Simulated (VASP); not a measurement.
# C (Fd-3m) in VASP: a series of runs, part 2 of 2

VASP 6.6.1.

## Step 4: Single point, PBE

File INCAR:

```
PREC = Accurate
ENCUT = 520
EDIFF = 1E-7
ISMEAR = 0
SIGMA = 0.017
LREAL = False
LASPH = True
NELM = 100
ALGO = Normal
ISIF = 2
LWAVE = False
LCHARG = False
GGA = PE
```

File KPOINTS:

```
regular mesh
0
Gamma
  13 13 13
```

File POSCAR:

```
C
1.0
    0.0000000000      1.7833700000      1.7833700000
    1.7833700000      0.0000000000      1.7833700000
    1.7833700000      1.7833700000      0.0000000000
C
2
Direct
    0.7500000000      0.7500000000      0.7500000000
    0.5000000000      0.5000000000      0.5000000000
```

Potentials or basis: VASP PAW PBE potentials, release 64 (C).

Run with:

```
cat potpaw_PBE.64/C/POTCAR > POTCAR
mpirun -np 1 vasp_std > vasp.out
```

OUTCAR:

```text
PREC = Accurate
   ENCUT = 520
   EDIFF = 1E-7
   ISMEAR = 0
   LREAL = False
   LASPH = True
   NELM = 100
   ISIF = 2
   GGA = PE

 ion  position               nearest neighbor table
   1  0.750  0.750  0.750-   2 1.54   2 1.54   2 1.54   2 1.54
   2  0.500  0.500  0.500-   1 1.54   1 1.54   1 1.54   1 1.54

  LATTYP: Found a face centered cubic cell.
 ALAT       =     3.5667400000

  Lattice vectors:

 A1 = (   0.0000000000,   1.7833700000,   1.7833700000)
 A2 = (   1.7833700000,   0.0000000000,   1.7833700000)
 A3 = (   1.7833700000,   1.7833700000,   0.0000000000)

Analysis of symmetry for initial positions (statically):
=====================================================================
 Subroutine PRICEL returns:
 Original cell was already a primitive cell.

 Routine SETGRP: Setting up the symmetry group for a
 face centered cubic supercell.

 Subroutine GETGRP returns: Found 48 space group operations
 (whereof 24 operations were pure point group operations)
 out of a pool of 48 trial point group operations.

The static configuration has the point symmetry T_d .
 The point group associated with its full space group is O_h .

Analysis of symmetry for dynamics (positions and initial velocities):
=====================================================================
 Subroutine PRICEL returns:
 Original cell was already a primitive cell.

 Routine SETGRP: Setting up the symmetry group for a
 face centered cubic supercell.

 Subroutine GETGRP returns: Found 48 space group operations
 (whereof 24 operations were pure point group operations)
 out of a pool of 48 trial point group operations.

The dynamic configuration has the point symmetry T_d .
 The point group associated with its full space group is O_h .

 Subroutine INISYM returns: Found 48 space group operations
 (whereof 24 operations are pure point group operations),
 and found     1 'primitive' translations

----------------------------------------------------------------------------------------

                                     Primitive cell

  volume of cell :      11.3437

  direct lattice vectors                    reciprocal lattice vectors
     0.000000000  1.783370000  1.783370000    -0.280368067  0.280368067  0.280368067
     1.783370000  0.000000000  1.783370000     0.280368067 -0.280368067  0.280368067
     1.783370000  1.783370000  0.000000000     0.280368067  0.280368067 -0.280368067

  length of vectors
     2.522066041  2.522066041  2.522066041     0.485611737  0.485611737  0.485611737

  position of ions in fractional coordinates (direct lattice)
     0.750000000  0.750000000  0.750000000
     0.500000000  0.500000000  0.500000000

  ion indices of the primitive-cell ions
   primitive index   ion index
                 1           1
                 2           2

----------------------------------------------------------------------------------------

 KPOINTS: regular mesh

Automatic generation of k-mesh.
 Grid dimensions read from file:
 generate k-points for:   13   13   13

 Generating k-lattice:

  Cartesian coordinates                     Fractional coordinates (reciprocal lattice)
    -0.021566774  0.021566774  0.021566774     0.076923077  0.000000000  0.000000000
     0.021566774 -0.021566774  0.021566774     0.000000000  0.076923077  0.000000000
     0.021566774  0.021566774 -0.021566774     0.000000000  0.000000000  0.076923077

  Length of vectors
     0.037354749  0.037354749  0.037354749

  Shift w.r.t. Gamma in fractional coordinates (k-lattice)
     0.000000000  0.000000000  0.000000000

 Subroutine IBZKPT returns following result:
 ===========================================

 Found     84 irreducible k-points:

 Following reciprocal coordinates:
            Coordinates               Weight
  0.000000  0.000000  0.000000      1.000000
  0.076923  0.000000  0.000000      8.000000
  0.153846  0.000000  0.000000      8.000000
  0.230769  0.000000  0.000000      8.000000
  0.307692  0.000000  0.000000      8.000000
  0.384615  0.000000  0.000000      8.000000
[... 42 lines left out ...]
 -0.461538  0.461538  0.000000     12.000000
  0.230769  0.153846  0.076923     24.000000
 [... further k-points ...]
   k-points           NKPTS =     84   k-points in BZ     NKDIM =     84   number of bands    NBANDS=      8
   number of dos      NEDOS =    301   number of ions     NIONS =      2
   total plane-waves  NPLWV =   8000
   dimension x,y,z NGX =    20 NGY =   20 NGZ =   20
   dimension x,y,z NGXF=    40 NGYF=   40 NGZF=   40
   ions per type =               2
   NGX,Y,Z   is equivalent  to a cutoff of  13.18, 13.18, 13.18 a.u.
   NGXF,Y,Z  is equivalent  to a cutoff of  26.37, 26.37, 26.37 a.u.
 SYSTEM =  unknown system
   PREC   = accura    normal or accurate (medium, high low for compatibility)
   ISTART =      0    job   : 0-new  1-cont  2-samecut
   ICHARG =      2    charge: 1-file 2-atom 10-const
   ISPIN  =      1    spin polarized calculation?
   LNONCOLLINEAR =      F non collinear calculations
   LSORBIT =      F    spin-orbit coupling
   LASPH  =      T    aspherical Exc in radial PAW
   ENCUT  =  520.0 eV  38.22 Ry    6.18 a.u.   4.69  4.69  4.69*2*pi/ulx,y,z
   NELM   =    100;   NELMIN=  2; NELMDL= -5     # of ELM steps
   EDIFF  = 0.1E-06   stopping-criterion for ELM
   LREAL  =      F    real-space projection
   EDIFFG = 0.1E-05   stopping-criterion for IOM
   NSW    =      0    number of steps for IOM
   IBRION =     -1    ionic relax: 0-MD 1-quasi-New 2-CG
   NFREE  =      0    steps in history (QN), initial steepest desc. (CG)
   ISIF   =      2    stress and relaxation
   ISYM   =      2    0-nonsym 1-usesym 2-fastsym
   POTIM  = 0.5000    time-step for ionic-motion
   TEBEG  =    0.0;   TEEND  =   0.0 temperature during run
   PSTRESS=    0.0 pullay stress
   NELECT =       8.0000    total number of electrons
   NUPDOWN=      -1.0000    fix difference up-down
   EMIN   =  10.00;   EMAX   =-10.00  energy-range for DOS
   EFERMI =   0.00;   METHOD = LEGACY
   ISMEAR =     0;   SIGMA  =   0.02  broadening in eV -4-tet -1-fermi 0-gaus
   EFERMI_NEDOS =   21; number of points for ismear=-14 and -15
   IALGO  =     38    algorithm
   IMIX   =      4    mixing-type and parameters
     AMIX     =   0.40;   BMIX     =  1.00
     AMIX_MAG =   1.60;   BMIX_MAG =  1.00
  volume/ion in A,a.u.               =       5.67        38.28
  Fermi-wavevector in a.u.,A,eV,Ry     =   1.457203  2.753714 28.891161  2.123440
  Thomas-Fermi vector in A             =   2.574032
   LORBIT       =      0    0 simple, 1 ext, 2 COOP (PROOUT), +10 PAW based schemes
   GGA     = PE    functional components
   LHFCALC =     F    Hartree Fock is set to
   AEXX    =    0.0000 exact exchange contribution
   IVDW    =     0    specifies the selected vdW correction
   LEPSILON=     F    determine dielectric tensor
   LRPA    =     F    only Hartree local field effects (RPA)
 non-spin polarized calculation
 Gauss-broadening in eV      SIGMA  =   0.02
  energy-cutoff  :      520.00
  volume of cell :       11.34
 maximum number of plane-waves:       322
   NGX =  9   NGY =  9   NGZ =  9

 number of electron       7.9999999 magnetization

 Free energy of the ion-electron system (eV)
  ---------------------------------------------------
  ext. energy  EPLUGINS =         0.00000000
  ---------------------------------------------------
  free energy    TOTEN  =       -18.18525568 eV

  energy without entropy =      -18.18525568  energy(sigma->0) =      -18.18525568

 E-fermi :   9.8528     XC(G=0): -13.2509

 val. band max:        9.7301049404   @ k =   0.0000   0.0000   0.0000
 cond. band min:      13.8719266568   @ k =   0.3846   0.3846   0.0000
 fundamental gap:      4.1418217165
 Fermi energy:         9.8527840875

 k-point     1 :       0.0000    0.0000    0.0000
  band No.  band energies     occupation
      1     -11.7473      2.00000
      2       9.7301      2.00000
      3       9.7301      2.00000
      4       9.7301      2.00000
      5      15.3199      0.00000
      6      15.3199      0.00000
      7      15.3199      0.00000
      8      23.0621      0.00000
[... 419 lines left out ...]
 k-point    40 :       0.4615    0.3077    0.0000
  band No.  band energies     occupation
      1      -6.0601      2.00000
      2       0.3410      2.00000
      3       2.7501      2.00000
      4       4.2499      2.00000
      5      14.9766      0.00000
      6      18.1616      0.00000
      7      24.0869      0.00000
      8      24.3212      0.00000

 [... further k-points ...]

------------------------ aborting loop because EDIFF is reached ----------------------------------------

  FORCE on cell =-STRESS in cart. coord.  units (eV):
  Direction    XX          YY          ZZ          XY          YZ          ZX
  --------------------------------------------------------------------------------------
  -------------------------------------------------------------------------------------
  Total        0.1741397      0.1741397      0.1741397      0.0000000      0.0000000     -0.0000000
  in kB       24.5954061     24.5954061     24.5954061      0.0000000      0.0000000     -0.0000000
  external PRESSURE =      24.5954061 kB  Pullay stress =       0.0000000 kB

 VOLUME and BASIS-vectors are now :
 -----------------------------------------------------------------------------
  energy-cutoff  :      520.00
  volume of cell :       11.34
      direct lattice vectors                 reciprocal lattice vectors
     0.000000000  1.783370000  1.783370000    -0.280368067  0.280368067  0.280368067
     1.783370000  0.000000000  1.783370000     0.280368067 -0.280368067  0.280368067
     1.783370000  1.783370000  0.000000000     0.280368067  0.280368067 -0.280368067

 POSITION                                       TOTAL-FORCE (eV/Angst)
 -----------------------------------------------------------------------------------
      2.67505      2.67505      2.67505        -0.000000     -0.000000     -0.000000
      1.78337      1.78337      1.78337         0.000000      0.000000      0.000000
 -----------------------------------------------------------------------------------
    total drift:                                0.000000     -0.000000      0.000000

  FREE ENERGIE OF THE ION-ELECTRON SYSTEM (eV)
  ---------------------------------------------------
  free  energy   TOTEN  =       -18.1852556825 eV

  energy  without entropy=      -18.1852556825  energy(sigma->0) =      -18.18525568
```

OSZICAR:

```text
N       E                     dE             d eps       ncg     rms          rms(c)
DAV:   1    -0.123547239662E+01   -0.12355E+01   -0.52376E+03  1424   0.967E+02
DAV:   2    -0.187237570077E+02   -0.17488E+02   -0.17124E+02  2168   0.113E+02
DAV:   3    -0.188239862931E+02   -0.10023E+00   -0.10023E+00  1456   0.107E+01
DAV:   4    -0.188241067934E+02   -0.12050E-03   -0.12050E-03  1928   0.405E-01
DAV:   5    -0.188241068261E+02   -0.32756E-07   -0.32756E-07  1400   0.470E-03    0.556E+00
DAV:   6    -0.183451179249E+02    0.47899E+00   -0.36693E-01  1400   0.484E+00    0.334E+00
DAV:   7    -0.181839496397E+02    0.16117E+00   -0.40511E-01  1600   0.520E+00    0.765E-01
DAV:   8    -0.181852262711E+02   -0.12766E-02   -0.18069E-03  1400   0.492E-01    0.468E-02
DAV:   9    -0.181852430854E+02   -0.16814E-04   -0.13200E-04  1952   0.102E-01    0.274E-02
DAV:  10    -0.181852558397E+02   -0.12754E-04   -0.13728E-05  1376   0.433E-02    0.630E-03
DAV:  11    -0.181852556881E+02    0.15162E-06   -0.39558E-08  1832   0.218E-03    0.138E-03
DAV:  12    -0.181852556825E+02    0.55516E-08   -0.10553E-08   688   0.131E-03
   1 F= -.18185256E+02 E0= -.18185256E+02  d E =-.316455E-27
```

It took 8 s on 1 thread of Intel Xeon Platinum 8488C (Sapphire Rapids), shared host; peak memory 0.11 GiB.

What came out:

```yaml
Free_energy: -18.1853 eV
Pressure: 2.5 GPa
Band_gap_on_the_k_mesh: 4.14 eV, indirect (least direct gap 5.59 eV)
```

Caveat: an odd mesh through Γ misses points on the zone boundary, where band edges often lie.

## Step 5: Single point, PBEsol

File INCAR:

```
SYSTEM = C
PREC = Accurate
ENCUT = 520
EDIFF = 1E-7
ISMEAR = 0
SIGMA = 0.05
LREAL = .False.
LASPH = .True.
NELM = 100
ALGO = Fast
ISIF = 2
LWAVE = .False.
LCHARG = .False.
GGA = PS
NBANDS = 11
```

File KPOINTS:

```
Automatic mesh
0
Gamma
  13 13 13
  0 0 0
```

File POSCAR:

```
C
2.5221
    0.000000000000      0.707097260220      0.707097260220
    0.707097260220      0.000000000000      0.707097260220
    0.707097260220      0.707097260220      0.000000000000
C
2
Direct
    0.7500000000      0.7500000000      0.7500000000
    0.5000000000      0.5000000000      0.5000000000
```

Potentials or basis: VASP PAW PBE potentials, release 54 (C).

Run with:

```
cat potpaw_PBE.54/C/POTCAR > POTCAR
mpirun -np 1 vasp_std > vasp.out
```

OUTCAR:

```text
SYSTEM = C
   PREC = Accurate
   ENCUT = 520
   EDIFF = 1E-7
   ISMEAR = 0
   LREAL = .False.
   LASPH = .True.
   NELM = 100
   ISIF = 2
   GGA = PS

 ion  position               nearest neighbor table
   1  0.750  0.750  0.750-   2 1.54   2 1.54   2 1.54   2 1.54
   2  0.500  0.500  0.500-   1 1.54   1 1.54   1 1.54   1 1.54

  LATTYP: Found a face centered cubic cell.
 ALAT       =     3.5667400000

  Lattice vectors:

 A1 = (   0.0000000000,   1.7833700000,   1.7833700000)
 A2 = (   1.7833700000,   0.0000000000,   1.7833700000)
 A3 = (   1.7833700000,   1.7833700000,   0.0000000000)

Analysis of symmetry for initial positions (statically):
=====================================================================
 Subroutine PRICEL returns:
 Original cell was already a primitive cell.

 Routine SETGRP: Setting up the symmetry group for a
 face centered cubic supercell.

 Subroutine GETGRP returns: Found 48 space group operations
 (whereof 24 operations were pure point group operations)
 out of a pool of 48 trial point group operations.

The static configuration has the point symmetry T_d .
[... 200 lines left out ...]
      1     -11.8125      2.00000
      2       9.7096      2.00000
      3       9.7096      2.00000
      4       9.7096      2.00000
      5      15.2487      0.00000
      6      15.2487      0.00000
      7      15.2487      0.00000
      8      23.0783      0.00000
      9      28.6667      0.00000
     10      36.1768      0.00000
     11      36.1816      0.00000
[... 533 lines left out ...]
 k-point    40 :       0.4615    0.3077    0.0000
  band No.  band energies     occupation
      1      -6.1039      2.00000
      2       0.3225      2.00000
      3       2.6705      2.00000
      4       4.1939      2.00000
      5      14.8242      0.00000
      6      17.9901      0.00000
      7      24.0336      0.00000
      8      24.2743      0.00000
      9      31.1633      0.00000
     10      32.6270      0.00000
     11      39.2721      0.00000

 [... further k-points ...]

------------------------ aborting loop because EDIFF is reached ----------------------------------------

  FORCE on cell =-STRESS in cart. coord.  units (eV):
  Direction    XX          YY          ZZ          XY          YZ          ZX
  --------------------------------------------------------------------------------------
  -------------------------------------------------------------------------------------
  Total       -0.2655899     -0.2655899     -0.2655899      0.0000000     -0.0000000     -0.0000000
  in kB      -37.5117875    -37.5117875    -37.5117875      0.0000000     -0.0000000     -0.0000000
  external PRESSURE =     -37.5117875 kB  Pullay stress =       0.0000000 kB

 VOLUME and BASIS-vectors are now :
 -----------------------------------------------------------------------------
  energy-cutoff  :      520.00
  volume of cell :       11.34
      direct lattice vectors                 reciprocal lattice vectors
     0.000000000  1.783370000  1.783370000    -0.280368067  0.280368067  0.280368067
     1.783370000  0.000000000  1.783370000     0.280368067 -0.280368067  0.280368067
     1.783370000  1.783370000  0.000000000     0.280368067  0.280368067 -0.280368067

 POSITION                                       TOTAL-FORCE (eV/Angst)
 -----------------------------------------------------------------------------------
      2.67506      2.67506      2.67506         0.000000      0.000000      0.000000
      1.78337      1.78337      1.78337        -0.000000     -0.000000     -0.000000
 -----------------------------------------------------------------------------------
    total drift:                                0.000000     -0.000000      0.000000

  FREE ENERGIE OF THE ION-ELECTRON SYSTEM (eV)
  ---------------------------------------------------
  free  energy   TOTEN  =       -19.2488543928 eV

  energy  without entropy=      -19.2488543928  energy(sigma->0) =      -19.24885439
```

It took 8.9 s on 1 thread of Intel Xeon Platinum 8488C (Sapphire Rapids), shared host; peak memory 0.11 GiB.

What came out:

```yaml
Free_energy: -19.2489 eV
Pressure: -3.8 GPa
Band_gap_on_the_k_mesh: 4.01 eV, indirect (least direct gap 5.54 eV)
```

Caveat: the PAW data sets were made with another functional, which shifts forces and pressure a little; an odd mesh through Γ misses points on the zone boundary, where band edges often lie.

## Step 6: For comparison

An earlier run on the cell as given: functional PBE; potentials or basis VASP PAW PBE potentials, release 64 (C); cutoff 520 eV; k mesh 13 × 13 × 13; occupations fermi-dirac, width 0.05 eV; no spin polarisation.

- Pressure: 2.5 GPa
- Band gap on the k mesh: 4.14 eV, indirect (least direct gap 5.59 eV)

## Step 7: Overview

| task | level | potentials or basis | cell | cutoff (eV) | smearing | gap on the mesh (eV) | pressure (GPa) |
| --- | --- | --- | --- | --- | --- | --- | --- |
| relaxation of cell and atoms | MS2 | VASP PAW PBE potentials, release 64 (C) | relaxed | 600 | fermi-dirac 0.05 eV | 4.80 | 0.0 |
| single point | PBE | VASP PAW PBE potentials, release 64 (C) | as given | 520 | gaussian 0.015 eV | 4.14 | 2.5 |
| single point | PBE | VASP PAW PBE potentials, release 64 (C) | as given | 520 | gaussian 0.017 eV | 4.14 | 2.5 |
| single point | PBEsol | VASP PAW PBE potentials, release 54 (C) | as given | 520 | gaussian 0.05 eV | 4.01 | -3.8 |
| single point | PBE | VASP PAW PBE potentials, release 64 (C) | as given | 520 | fermi-dirac 0.05 eV | 4.14 | 2.5 |

Alike in all rows: no spin polarisation; k mesh 13 × 13 × 13.

Caveats: an odd mesh through Γ misses points on the zone boundary, where band edges often lie; the PAW data sets were made with another functional, which shifts forces and pressure a little (some runs).

Absolute energies hang on the potentials; compare differences alone.

## Step 8: Against experiment

Step 2. The cell as given is a measured one (5.67 Å³/atom); MS2 puts the equilibrium volume -1.2 % from it, thermal expansion not counted.
